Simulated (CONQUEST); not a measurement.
# W (Im-3m) in CONQUEST: single point with PBEsol

Aim: the single point of W with PBEsol.

Program: CONQUEST 1.3. These are calculated values, not measurements. Logs are shortened: lines on timing, memory, paths and dates and some standing lists are left out, and cuts for length are marked.

## (1) The undisturbed crystal

The structure is cubic, space group Im-3m (No. 229). The conventional cell has a = 3.165 Å, b = 3.165 Å, c = 3.165 Å, α = 90.00°, β = 90.00°, γ = 90.00°. W (site symmetry m-3m) is surrounded by 8 W at 2.74 Å.

## (2) Single point, PBEsol (atoms of the box moved at random, drawn with an rms of 0.05 Å)

Conquest_input

```
IO.Title W
IO.Coordinates coords.dat
IO.FractionalAtomicCoords T
IO.Iprint 2
IO.Iprint_init 1
General.NumberOfSpecies 1
General.PseudopotentialType hamann
AtomMove.TypeOfRun static
AtomMove.FullStress T
Grid.GridCutoff 120
DM.SolutionMethod diagon
Diag.MPMesh T
Diag.GammaCentred T
Diag.MPMeshX 8
Diag.MPMeshY 8
Diag.MPMeshZ 8
Diag.kT 0.00183747
minE.SCTolerance 1e-6
SC.MaxIters 100
IO.AtomChargeOutput T
%block ChemicalSpeciesLabel
1 183.850 W
%endblock
```

coords.dat

```
    5.9803973693     0.0000000000     0.0000000000
    0.0000000000     5.9803973693     0.0000000000
    0.0000000000     0.0000000000     5.9803973693
2
  0.0016320000   0.0161300000   0.0060740000 1 T T T
  0.4935040000   0.4875140000   0.4924950000 1 T T T
```

Potentials or basis: PseudoDojo NC PBEsol, DZP, grid cutoff 120 Ha.

Command:

```bash
$ OMP_NUM_THREADS=1 Conquest
```

Log:

```text
Simulation cell dimensions:     5.9804 a0 x     5.9804 a0 x     5.9804 a0

      Atomic coordinates (a0)
         Atom         X         Y         Z  Species
            1    0.0098    0.0965    0.0363        1
            2    2.9514    2.9155    2.9453        1

         Monkhorst-Pack mesh:   8 x   8 x   8 gamma-centred
        This calculation includes non-local pseudopotentials,
         with a maximum core radius of      7.87260436

    Job title: W
    Job to be run: static calculation

[... 5 lines left out ...]
      Using Fermi-Dirac smearing

    Integration grid size:     32 x   32 x   32

    Integration grid spacing:  0.187 a0 x 0.187 a0 x 0.187 a0

    Number of species:  1
    --------------------------------------------------------
    |   #  mass (au)  Charge (e)  SF Rad (a0)  NSF  Label  |
    --------------------------------------------------------
    |   1    183.850      14.000        8.223   19  W      |
    --------------------------------------------------------
          SCF tolerance:                 0.00000100
          SCF iterations:               100

    LibXC version:  6. 2. 2
    Using the GGA functional Perdew, Burke & Ernzerhof SOL
    Using the GGA functional Perdew, Burke & Ernzerhof SOL

           radial cut-off to be used is taken to be max PAO cut-off radius for this species:    7.872604

           greatest ang. mom. for making density from PAOs:  2
    Minimum blocs/proc is      512. Maximum blocs/proc is      512
    set_atom_dens: In set_atomic_density, electrons :      28.000000000000
 matrix_size & matrix_size_padH =           38          38

    Screened ion int: energy:    -106.007299466457 Ha

    new_SC_potl: Starting.  Tolerance:  0.10000E-05

    PulayMixSC: Starting Pulay mixing, A_up =  0.500 A_dn =  0.500
    PulayMixSC: Spin non-polarised calculation.
          Harris-Foulkes Energy            :      -151.653800750192715 Ha
          GroundState Energy (E-(1/2)TS)   :      -151.653955771620758 Ha
          Free Energy (E-TS)               :      -151.654110793048829 Ha
          DFT Total Energy                 :      -151.629223586968578 Ha
          Total number of electrons        :        28.000000000000188
    PulayMixSC: Pulay iteration     1 residual:              0.34442E-02
          Harris-Foulkes Energy            :      -151.638896190708493 Ha
          GroundState Energy (E-(1/2)TS)   :      -151.639087610947740 Ha
          Free Energy (E-TS)               :      -151.639279031186987 Ha
          DFT Total Energy                 :      -151.637721634816046 Ha
          Total number of electrons        :        28.000016434619631
    PulayMixSC: Pulay iteration     2 residual:              0.12682E-02
          Harris-Foulkes Energy            :      -151.638132150526872 Ha
          GroundState Energy (E-(1/2)TS)   :      -151.638317558553069 Ha
          Free Energy (E-TS)               :      -151.638502966579267 Ha
          DFT Total Energy                 :      -151.638099222047060 Ha
          Total number of electrons        :        28.000026432560009
    PulayMixSC: Pulay iteration     3 residual:              0.34024E-03
          Harris-Foulkes Energy            :      -151.638104758421434 Ha
          GroundState Energy (E-(1/2)TS)   :      -151.638291665536855 Ha
          Free Energy (E-TS)               :      -151.638478572652303 Ha
          DFT Total Energy                 :      -151.638104607787994 Ha
          Total number of electrons        :        28.000031686726448
    PulayMixSC: Pulay iteration     4 residual:              0.11546E-04
          Harris-Foulkes Energy            :      -151.638104955612732 Ha
          GroundState Energy (E-(1/2)TS)   :      -151.638291700984382 Ha
          Free Energy (E-TS)               :      -151.638478446356032 Ha
          DFT Total Energy                 :      -151.638104910287126 Ha
          Total number of electrons        :        28.000032644564772
    PulayMixSC: Pulay iteration     5 residual:              0.40376E-05
          Harris-Foulkes Energy            :      -151.638105187458251 Ha
          GroundState Energy (E-(1/2)TS)   :      -151.638291938386800 Ha
          Free Energy (E-TS)               :      -151.638478689315349 Ha
          DFT Total Energy                 :      -151.638104886579555 Ha
          Total number of electrons        :        28.000032963759171
    PulayMixSC: Pulay iteration     6 residual:              0.64227E-05
          Harris-Foulkes Energy            :      -151.638104740428446 Ha
          GroundState Energy (E-(1/2)TS)   :      -151.638291488904343 Ha
          Free Energy (E-TS)               :      -151.638478237380269 Ha
          DFT Total Energy                 :      -151.638104739611776 Ha
          Total number of electrons        :        28.000033191746109
    PulayMixSC: Pulay iteration     7 residual:              0.48063E-06
    PulayMixSC: Reached SCF tolerance of  0.48063E-06 after      7 iterations
      | Number of electrons      =        28.000033
      |* band energy as 2Tr[K.H] =       -36.387699485465809 Ha
      |  screened ion-ion energy =      -106.007299466456928 Ha
      |  Ha correction           =         0.882692963415168 Ha
      |  XC correction           =       -10.125798997160807 Ha
      | GS Energy as E-(1/2)TS   =      -151.638291488904343 Ha
      | Free Energy as E-TS      =      -151.638478237380269 Ha
      |* Harris-Foulkes energy   =      -151.638104740428446 Ha
      |* DFT total energy        =      -151.638104739611776 Ha
      |  estimated accuracy      =        -0.000000000816669 Ha

    force: Forces on atoms (Ha/a0)
    force:  Atom   X              Y              Z
    force:     1  -0.0054948147  -0.0205769757  -0.0094077533
    force:     2   0.0053802331   0.0203781609   0.0092809992

    force: Maximum force :        0.02057698(Ha/a0) on atom         1 in y direction
    force: Force Residual:        0.02315668 Ha/a0
    force: Total stress:         -2.40337414    -0.12841054    -0.13201179 GPa
                            -0.12841054    -1.83882098    -0.20559956
                            -0.13201179    -0.20559956    -2.36621617
    force: Average pressure:      2.20280377 GPa

    force: Finished force
    get_E_and_F: Change in energy during last step of electronic optimisation:  0.44703E-06

    BIBLIOGRAPHY: Please consider citing the following references in the conquest.bib file

    CONQUEST:         Bowler2002pt, Miyazaki2004, Nakata2020
    Basis:            Bowler2019
    DM:               Bowler:2006xr
    Pseudopotentials: Hamann2013, Bowler2019
    XC references from LibXC:
```

It took 2.7 min on 1 thread of Intel Xeon Platinum 8259CL at 2.50GHz (Skylake/Cascade Lake), shared host; peak memory 0.56 GiB.

What came out:

```yaml
Free_energy: -4126.2932 eV
Pressure: 2.2 GPa
Largest_force: 1.197 eV/Å
Band_gap_on_the_k_mesh: none (metal or under the smearing width)
```

Forces in eV/Å, atoms in the order of the input:
```
W   -0.283 -1.058 -0.484
W    0.277  1.048  0.477
```

Stress tensor (GPa, compression positive):
```
2.40 0.13 0.13
0.13 1.84 0.21
0.13 0.21 2.37
```

Caveat: the basis of atomic orbitals isn't converged, which shifts pressures, moduli and gaps. The run has no spin-orbit coupling, so splittings on W are missing.

## (3) For comparison

An earlier run on the cell as given: functional PBEsol; potentials or basis PseudoDojo NC PBEsol, DZP, grid cutoff 120 Ha; k mesh 8 × 8 × 8; occupations fermi-dirac, width 0.05 eV; no spin polarisation.

- Pressure: 0.8 GPa
- Band gap on the k mesh: none (metal or under the smearing width)
